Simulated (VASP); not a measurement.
# Ag (Fm-3m) in VASP: settings compared

One crystal, Ag, is run at these levels: BLYP+D4, LDA; tasks: relaxation of cell and atoms, single point.

All numbers are computed with VASP 6.6.1; they aren't measurements. Logs are shortened: lines on timing, memory, paths and dates and some standing lists are left out, and cuts for length are marked.

**1. The crystal as given**

It takes space group Fm-3m (No. 225, cubic). Conventional cell: a = 4.085 Å, b = 4.085 Å, c = 4.085 Å, α = 90.00°, β = 90.00°, γ = 90.00°. Around Ag (site symmetry m-3m) lie 12 Ag at 2.89 Å.

**2. Relaxation of cell and atoms, BLYP+D4**

INCAR reads:

```
SYSTEM = Ag
PREC = Accurate
ENCUT = 600
EDIFF = 1E-7
ISMEAR = -1
SIGMA = 0.05
LREAL = .FALSE.
LASPH = .TRUE.
NELM = 100
ALGO = Normal
ISIF = 3
LWAVE = .FALSE.
LCHARG = .FALSE.
GGA = B5
ALDAX = 1.0
AGGAX = 1.0
AGGAC = 1.0
ALDAC = 0.0
IVDW = 13
VDW_S6 = 1.0
VDW_S8 = 2.34076671
VDW_A1 = 0.44488865
VDW_A2 = 4.0933009
IBRION = 2
NSW = 60
EDIFFG = -0.01
```

KPOINTS reads:

```
regular mesh
0
G
  11 11 11
  0 0 0
```

POSCAR reads:

```
Ag
1.0
    0.0000000000      2.0427500000      2.0427500000
    2.0427500000      0.0000000000      2.0427500000
    2.0427500000      2.0427500000      0.0000000000
Ag
1
Direct
    0.0000000000      0.0000000000      0.0000000000
```

Potentials or basis: VASP PAW PBE potentials, release 64 (Ag).

Started as:

```bash
$ cat potpaw_PBE.64/Ag/POTCAR > POTCAR
$ mpirun -np 1 vasp_std > vasp.out
```

OUTCAR:

```text
SYSTEM = Ag
   PREC = Accurate
   ENCUT = 600
   EDIFF = 1E-7
   ISMEAR = -1
   LREAL = .FALSE.
   LASPH = .TRUE.
   NELM = 100
   ISIF = 3
   GGA = B5
   IVDW = 13
   IBRION = 2
   NSW = 60
   EDIFFG = -0.01

 ion  position               nearest neighbor table
   1  0.000  0.000  0.000-

  LATTYP: Found a face centered cubic cell.
 ALAT       =     4.0855000000

  Lattice vectors:

 A1 = (   0.0000000000,   2.0427500000,   2.0427500000)
 A2 = (   2.0427500000,   0.0000000000,   2.0427500000)
 A3 = (   2.0427500000,   2.0427500000,   0.0000000000)

Analysis of symmetry for initial positions (statically):
=====================================================================
 Subroutine PRICEL returns:
 Original cell was already a primitive cell.

 Routine SETGRP: Setting up the symmetry group for a
 face centered cubic supercell.

 Subroutine GETGRP returns: Found 48 space group operations
 (whereof 48 operations were pure point group operations)
 out of a pool of 48 trial point group operations.

The static configuration has the point symmetry O_h .

Analysis of symmetry for dynamics (positions and initial velocities):
=====================================================================
 Subroutine PRICEL returns:
 Original cell was already a primitive cell.

 Routine SETGRP: Setting up the symmetry group for a
 face centered cubic supercell.

 Subroutine GETGRP returns: Found 48 space group operations
 (whereof 48 operations were pure point group operations)
 out of a pool of 48 trial point group operations.

The dynamic configuration has the point symmetry O_h .

 Subroutine INISYM returns: Found 48 space group operations
 (whereof 48 operations are pure point group operations),
 and found     1 'primitive' translations

----------------------------------------------------------------------------------------

                                     Primitive cell

  volume of cell :      17.0481

  direct lattice vectors                    reciprocal lattice vectors
     0.000000000  2.042750000  2.042750000    -0.244768082  0.244768082  0.244768082
     2.042750000  0.000000000  2.042750000     0.244768082 -0.244768082  0.244768082
     2.042750000  2.042750000  0.000000000     0.244768082  0.244768082 -0.244768082

  length of vectors
     2.888884755  2.888884755  2.888884755     0.423950755  0.423950755  0.423950755

  position of ions in fractional coordinates (direct lattice)
     0.000000000  0.000000000  0.000000000

  ion indices of the primitive-cell ions
   primitive index   ion index
                 1           1

----------------------------------------------------------------------------------------

 KPOINTS: regular mesh

Automatic generation of k-mesh.
 Grid dimensions read from file:
 generate k-points for:   11   11   11

 Generating k-lattice:

  Cartesian coordinates                     Fractional coordinates (reciprocal lattice)
    -0.022251644  0.022251644  0.022251644     0.090909091  0.000000000  0.000000000
     0.022251644 -0.022251644  0.022251644     0.000000000  0.090909091  0.000000000
     0.022251644  0.022251644 -0.022251644     0.000000000  0.000000000  0.090909091

  Length of vectors
     0.038540978  0.038540978  0.038540978

  Shift w.r.t. Gamma in fractional coordinates (k-lattice)
     0.000000000  0.000000000  0.000000000

 Subroutine IBZKPT returns following result:
 ===========================================

 Found     56 irreducible k-points:

 Following reciprocal coordinates:
            Coordinates               Weight
  0.000000  0.000000  0.000000      1.000000
  0.090909  0.000000  0.000000      8.000000
  0.181818  0.000000  0.000000      8.000000
  0.272727  0.000000  0.000000      8.000000
  0.363636  0.000000  0.000000      8.000000
  0.454545  0.000000  0.000000      8.000000
[... 16 lines left out ...]
 -0.272727  0.181818  0.000000     24.000000
 -0.181818  0.181818  0.000000     12.000000
 [... further k-points ...]
   k-points           NKPTS =     56   k-points in BZ     NKDIM =     56   number of bands    NBANDS=      9
   number of dos      NEDOS =    301   number of ions     NIONS =      1
   total plane-waves  NPLWV =  13824
   dimension x,y,z NGX =    24 NGY =   24 NGZ =   24
   dimension x,y,z NGXF=    48 NGYF=   48 NGZF=   48
   ions per type =               1
   NGX,Y,Z   is equivalent  to a cutoff of  13.81, 13.81, 13.81 a.u.
   NGXF,Y,Z  is equivalent  to a cutoff of  27.62, 27.62, 27.62 a.u.
 SYSTEM =  Ag
   PREC   = accura    normal or accurate (medium, high low for compatibility)
   ISTART =      0    job   : 0-new  1-cont  2-samecut
   ICHARG =      2    charge: 1-file 2-atom 10-const
   ISPIN  =      1    spin polarized calculation?
   LNONCOLLINEAR =      F non collinear calculations
   LSORBIT =      F    spin-orbit coupling
   LASPH  =      T    aspherical Exc in radial PAW
   ENCUT  =  600.0 eV  44.10 Ry    6.64 a.u.   5.77  5.77  5.77*2*pi/ulx,y,z
   NELM   =    100;   NELMIN=  2; NELMDL= -5     # of ELM steps
   EDIFF  = 0.1E-06   stopping-criterion for ELM
   LREAL  =      F    real-space projection
   EDIFFG = -.1E-01   stopping-criterion for IOM
   NSW    =     60    number of steps for IOM
   IBRION =      2    ionic relax: 0-MD 1-quasi-New 2-CG
   NFREE  =      1    steps in history (QN), initial steepest desc. (CG)
   ISIF   =      3    stress and relaxation
   ISYM   =      2    0-nonsym 1-usesym 2-fastsym
   POTIM  = 0.5000    time-step for ionic-motion
   TEBEG  =    0.0;   TEEND  =   0.0 temperature during run
   PSTRESS=    0.0 pullay stress
   NELECT =      11.0000    total number of electrons
   NUPDOWN=      -1.0000    fix difference up-down
   EMIN   =  10.00;   EMAX   =-10.00  energy-range for DOS
   EFERMI =   0.00;   METHOD = LEGACY
   ISMEAR =    -1;   SIGMA  =   0.05  broadening in eV -4-tet -1-fermi 0-gaus
   EFERMI_NEDOS =   21; number of points for ismear=-14 and -15
   IALGO  =     38    algorithm
   IMIX   =      4    mixing-type and parameters
     AMIX     =   0.40;   BMIX     =  1.00
     AMIX_MAG =   1.60;   BMIX_MAG =  1.00
  volume/ion in A,a.u.               =      17.05       115.05
  Fermi-wavevector in a.u.,A,eV,Ry     =   1.414644  2.673290 27.228221  2.001218
  Thomas-Fermi vector in A             =   2.536165
   LORBIT       =      0    0 simple, 1 ext, 2 COOP (PROOUT), +10 PAW based schemes
   GGA     = B5    functional components
   LHFCALC =     F    Hartree Fock is set to
   AEXX    =    0.0000 exact exchange contribution
   IVDW    =    13    specifies the selected vdW correction
   LEPSILON=     F    determine dielectric tensor
   LRPA    =     F    only Hartree local field effects (RPA)
 conjugate gradient relaxation of ions
 non-spin polarized calculation
  energy-cutoff  :      600.00
  volume of cell :       17.05
 maximum number of plane-waves:       578
   NGX = 11   NGY = 11   NGZ = 11

--------------------------------------- Ionic step        1  -------------------------------------------

 number of electron      10.9999999 magnetization

 Free energy of the ion-electron system (eV)
  ---------------------------------------------------
  ext. energy  EPLUGINS =         0.00000000
  ---------------------------------------------------
  free energy    TOTEN  =        -2.01906265 eV

  energy without entropy =       -2.01547012  energy(sigma->0) =       -2.01726639

------------------------ aborting loop because EDIFF is reached ----------------------------------------

  DFT-D4 for vdW energy calculation

  Edisp (eV):   -1.09283

  FORCE on cell =-STRESS in cart. coord.  units (eV):
  Direction    XX          YY          ZZ          XY          YZ          ZX
  --------------------------------------------------------------------------------------
  -------------------------------------------------------------------------------------
  Total       0.22485     0.22485     0.22485    -0.00000     0.00000    -0.00000
  in kB      21.13171    21.13171    21.13171    -0.00000     0.00000    -0.00000
  external pressure =       21.13 kB  Pullay stress =        0.00 kB
[... 59 lines left out ...]
  energy  without entropy=       -3.1094786488  energy(sigma->0) =       -3.11141991

--------------------------------------- Ionic step        3  -------------------------------------------

 number of electron      10.9999999 magnetization

 Free energy of the ion-electron system (eV)
  ---------------------------------------------------
  ext. energy  EPLUGINS =         0.00000000
  ---------------------------------------------------
  free energy    TOTEN  =        -2.04265064 eV

  energy without entropy =       -2.03883643  energy(sigma->0) =       -2.04074354

 E-fermi :   9.0067     XC(G=0): -11.5123

 val. band max:        8.6263243014   @ k =   0.4545   0.2727   0.0000
 cond. band min:       9.0249429599   @ k =  -0.2727   0.2727   0.0000
 fundamental gap:      0.3986186585
 Fermi energy:         9.0067259030

 k-point     1 :       0.0000    0.0000    0.0000
  band No.  band energies     occupation
      1       1.1182      2.00000
      2       3.8468      2.00000
      3       3.8468      2.00000
      4       3.8468      2.00000
      5       4.8406      2.00000
      6       4.8406      2.00000
      7      24.9261      0.00000
      8      28.1496      0.00000
      9      28.1496      0.00000
[... 265 lines left out ...]
 k-point    24 :      -0.1818    0.1818    0.0000
  band No.  band energies     occupation
      1       3.0670      2.00000
      2       3.4804      2.00000
      3       4.0843      2.00000
      4       4.4418      2.00000
      5       4.4717      2.00000
      6       6.0049      2.00000
      7      20.5123      0.00000
      8      20.9435      0.00000
      9      27.3382      0.00000

 [... further k-points ...]

------------------------ aborting loop because EDIFF is reached ----------------------------------------

  DFT-D4 for vdW energy calculation

  Edisp (eV):   -1.07150

  FORCE on cell =-STRESS in cart. coord.  units (eV):
  Direction    XX          YY          ZZ          XY          YZ          ZX
  --------------------------------------------------------------------------------------
  -------------------------------------------------------------------------------------
  Total      -0.00105    -0.00105    -0.00105     0.00000     0.00000     0.00000
  in kB      -0.09634    -0.09634    -0.09634     0.00000     0.00000     0.00000
  external pressure =       -0.10 kB  Pullay stress =        0.00 kB
[... 16 lines left out ...]
  FREE ENERGIE OF THE ION-ELECTRON SYSTEM (eV)
  ---------------------------------------------------
  free  energy   TOTEN  =        -3.1141507584 eV

  energy  without entropy=       -3.1103365556  energy(sigma->0) =       -3.11224366

 reached required accuracy - stopping structural energy minimisation
```

Run time: 35 s. Hardware: 1 thread of Intel Xeon Platinum 8259CL at 2.50GHz (Skylake/Cascade Lake), shared host; peak memory 0.16 GiB.

What came out:

```yaml
Free_energy: -3.1142 eV
Relaxed_volume: 17.40 Å³/atom
Relaxed_cell: a = 2.908 Å, b = 2.908 Å, c = 2.908 Å, α = 60.00°, β = 60.00°, γ = 60.00°
Space_group_after_relaxing_to_0.05_Å: Fm-3m (No. 225)
Energy_gained_by_relaxing: 2.3 meV/atom
Ionic_steps: 3
Pressure_after_relaxing: 0.0 GPa
Band_gap_on_the_k_mesh: none (metal or under the smearing width)
Dispersion_energy_per_atom: -1.071 eV
```

Step by step:
| step | energy change (eV) | largest force (eV/Å) | pressure (GPa) | volume (Å³) |
| --- | --- | --- | --- | --- |
| 1 | 0.0000 | 0.0000 | 2.11 | 17.05 |
| 2 | -0.0015 | 0.0000 | -1.17 | 17.61 |
| 3 | -0.0023 | 0.0000 | -0.01 | 17.40 |

Final structure:
```cif
data_structure
_symmetry_space_group_name_H-M 'P 1'
_symmetry_Int_Tables_number 1
_cell_length_a 2.9085
_cell_length_b 2.9085
_cell_length_c 2.9085
_cell_angle_alpha 60.000
_cell_angle_beta 60.000
_cell_angle_gamma 60.000
_cell_volume 17.40
loop_
_atom_site_label
_atom_site_type_symbol
_atom_site_fract_x
_atom_site_fract_y
_atom_site_fract_z
_atom_site_occupancy
Ag1 Ag 0.00000 0.00000 0.00000 1
```

Caveat: the PAW data sets were made with another functional, which shifts forces and pressure a little; pairwise dispersion overbinds metals, which lowers pressure and volume. Zero-point motion and thermal expansion aren't in these numbers.

**3. Single point, LDA**

INCAR reads:

```
PREC = Accurate ; ENCUT = 550
EDIFF = 1E-6 ; ISMEAR = 0
SIGMA = 0.02 ; LREAL = False
LASPH = True ; NELM = 60
ALGO = Normal ; ISIF = 2
LWAVE = False ; LCHARG = True
LELF = True ; LVHAR = True
```

KPOINTS reads:

```
regular mesh
0
Gamma
  11 11 11
```

POSCAR is that of step 2.

Potentials or basis: VASP PAW LDA potentials, release 64 (Ag_GW).

Started as:

```bash
$ cat potpaw_LDA.64/Ag_GW/POTCAR > POTCAR
$ mpirun -np 1 vasp_std > vasp.out
```

It took 3.8 s on 1 thread of Intel Xeon 6975P-C (Granite Rapids), shared host; peak memory 0.14 GiB.

It converged, with:

| Item | Value |
| --- | --- |
| Free energy | -3.7711 eV |
| Pressure | -7.8 GPa |
| Band gap on the k mesh | none (metal or under the smearing width) |

Levels at points of the mesh, in eV from the Fermi level:
| k point | band 4 | band 5 | band 6 | band 7 | band 8 | band 9 |
| --- | --- | --- | --- | --- | --- | --- |
| (0.00, 0.00, 0.00) | -5.00 | -3.95 | -3.95 | 10.02 | 15.67 | 19.15 |

**4. Single point, LDA**

run.py reads:

```python
from ase import Atoms
from ase.calculators.vasp import Vasp
from ase.dft.bandgap import bandgap

atoms = Atoms(
    ['Ag'],
    cell=[[0.0, 2.04275, 2.04275], [2.04275, 0.0, 2.04275], [2.04275, 2.04275, 0.0]],
    scaled_positions=[[0.0, 0.0, 0.0]],
    pbc=True,
)
calc = Vasp(
    directory='calc',
    xc='lda',
    pp='LDA',
    setups={'base': 'minimal', 'Ag': '_GW'},
    prec='Accurate',
    encut=550,
    ediff=1e-06,
    ismear=0,
    sigma=0.02,
    lreal=False,
    lasph=True,
    nelm=60,
    algo='Normal',
    isif=2,
    lwave=False,
    lcharg=True,
    lelf=True,
    lvhar=True,
    kpts=[11, 11, 11],
    gamma=True,
    nbands=12,
)
atoms.calc = calc

print('energy (eV):', atoms.get_potential_energy())
print('free energy (eV):', atoms.get_potential_energy(force_consistent=True))
print('forces (eV/A):')
print(atoms.get_forces())
print('stress (eV/A^3, Voigt):', atoms.get_stress())
print('Fermi level (eV):', calc.get_fermi_level())
gap, top, bottom = bandgap(calc)
print('band gap (eV):', gap, 'from (spin, k, band)', top, 'to', bottom)
```

Potentials or basis: VASP PAW LDA potentials, release 64 (Ag_GW).

Started as:

```bash
$ python run.py
```

The log of the run:

```text
energy (eV): -3.77110651
free energy (eV): -3.77112161
forces (eV/A):
[[ 0. -0. -0.]]
stress (eV/A^3, Voigt): [ 0.04858702  0.04858702  0.04858702 -0.         -0.          0.        ]
Fermi level (eV): 8.4855825
band gap (eV): 0.0 from (spin, k, band) (None, None, None) to (None, None, None)
```

OUTCAR:

```text
ENCUT = 550.000000
   EDIFF = 1.00e-06
   PREC = Accurate
   ISIF = 2
   ISMEAR = 0
   NELM = 60
   LASPH = .TRUE.
   LREAL = .FALSE.

 ion  position               nearest neighbor table
   1  0.000  0.000  0.000-

  LATTYP: Found a face centered cubic cell.
 ALAT       =     4.0855000000

  Lattice vectors:

 A1 = (   0.0000000000,   2.0427500000,   2.0427500000)
 A2 = (   2.0427500000,   0.0000000000,   2.0427500000)
 A3 = (   2.0427500000,   2.0427500000,   0.0000000000)

Analysis of symmetry for initial positions (statically):
=====================================================================
 Subroutine PRICEL returns:
 Original cell was already a primitive cell.

 Routine SETGRP: Setting up the symmetry group for a
 face centered cubic supercell.

 Subroutine GETGRP returns: Found 48 space group operations
 (whereof 48 operations were pure point group operations)
 out of a pool of 48 trial point group operations.

The static configuration has the point symmetry O_h .

Analysis of symmetry for dynamics (positions and initial velocities):
[... 170 lines left out ...]
      3       3.4825      2.00000
      4       3.4825      2.00000
      5       4.5389      2.00000
      6       4.5389      2.00000
      7      18.5106      0.00000
      8      24.1525      0.00000
      9      27.6327      0.00000
     10      27.6327      0.00000
     11      27.6327      0.00000
     12      32.8498      0.00000
[... 331 lines left out ...]
 k-point    24 :      -0.1818    0.1818    0.0000
  band No.  band energies     occupation
      1       2.4793      2.00000
      2       3.0754      2.00000
      3       3.6983      2.00000
      4       4.1050      2.00000
      5       4.1435      2.00000
      6       5.6667      2.00000
      7      18.5058      0.00000
      8      20.1191      0.00000
      9      20.5393      0.00000
     10      26.7414      0.00000
     11      28.4860      0.00000
     12      29.1741      0.00000

 [... further k-points ...]

------------------------ aborting loop because EDIFF is reached ----------------------------------------

  FORCE on cell =-STRESS in cart. coord.  units (eV):
  Direction    XX          YY          ZZ          XY          YZ          ZX
  --------------------------------------------------------------------------------------
  -------------------------------------------------------------------------------------
  Total       -0.8283153     -0.8283153     -0.8283153     -0.0000000     -0.0000000      0.0000000
  in kB      -77.8449801    -77.8449801    -77.8449801     -0.0000000     -0.0000000      0.0000000
  external PRESSURE =     -77.8449801 kB  Pullay stress =       0.0000000 kB

 VOLUME and BASIS-vectors are now :
 -----------------------------------------------------------------------------
  energy-cutoff  :      550.00
  volume of cell :       17.05
      direct lattice vectors                 reciprocal lattice vectors
     0.000000000  2.042750000  2.042750000    -0.244768082  0.244768082  0.244768082
     2.042750000  0.000000000  2.042750000     0.244768082 -0.244768082  0.244768082
     2.042750000  2.042750000  0.000000000     0.244768082  0.244768082 -0.244768082

 POSITION                                       TOTAL-FORCE (eV/Angst)
 -----------------------------------------------------------------------------------
      0.00000      0.00000      0.00000         0.000000     -0.000000     -0.000000
 -----------------------------------------------------------------------------------
    total drift:                               -0.000000      0.000000     -0.000000

  FREE ENERGIE OF THE ION-ELECTRON SYSTEM (eV)
  ---------------------------------------------------
  free  energy   TOTEN  =        -3.7711216118 eV

  energy  without entropy=       -3.7710914155  energy(sigma->0) =       -3.77110651
```

INCAR:

```text
ENCUT = 550.000000
SIGMA = 0.020000
EDIFF = 1.00e-06
ALGO = Normal
PREC = Accurate
ISIF = 2
ISMEAR = 0
NBANDS = 12
NELM = 60
LASPH = .TRUE.
LCHARG = .TRUE.
LELF = .TRUE.
LVHAR = .TRUE.
LWAVE = .FALSE.
LREAL = .FALSE.
```

It took 6.3 s on 1 thread of Intel Xeon 6975P-C (Granite Rapids), shared host; peak memory 0.14 GiB.

What came out:

```yaml
Free_energy: -3.7711 eV
Pressure: -7.8 GPa
Band_gap_on_the_k_mesh: none (metal or under the smearing width)
```

Levels at points of the mesh, in eV from the Fermi level:
```
           k point  band 4  band 5  band 6  band 7  band 8  band 9
(0.00, 0.00, 0.00)   -5.00   -3.95   -3.95   10.03   15.67   19.15
```

**5. The reference run**

An earlier run on the cell as given: functional PBEsol; potentials or basis VASP PAW PBE potentials, release 64 (Ag); cutoff 520 eV; k mesh 11 × 11 × 11; occupations fermi-dirac, width 0.05 eV; no spin polarisation.

- Pressure: -3.1 GPa
- Band gap on the k mesh: none (metal or under the smearing width)

**6. Summary**

| task | level | potentials or basis | cell | cutoff (eV) | smearing | ladder | gap on the mesh (eV) | pressure (GPa) |
| --- | --- | --- | --- | --- | --- | --- | --- | --- |
| relaxation of cell and atoms | BLYP+D4 | VASP PAW PBE potentials, release 64 (Ag) | relaxed | 600 | fermi-dirac 0.05 eV | - | none | 0.0 |
| single point | LDA | VASP PAW LDA potentials, release 64 (Ag_GW) | as given | 550 | gaussian 0.02 eV | - | none | -7.8 |
| single point | PBEsol | VASP PAW PBE potentials, release 64 (Ag) | as given | 520 | fermi-dirac 0.05 eV | free | none | -3.1 |

Alike in all rows: no spin polarisation; k mesh 11 × 11 × 11.

Caveats: the PAW data sets were made with another functional, which shifts forces and pressure a little (some runs); pairwise dispersion overbinds metals, which lowers pressure and volume (some runs).

Total energies depend on the potentials used, so only differences within one code and one set of settings carry meaning.
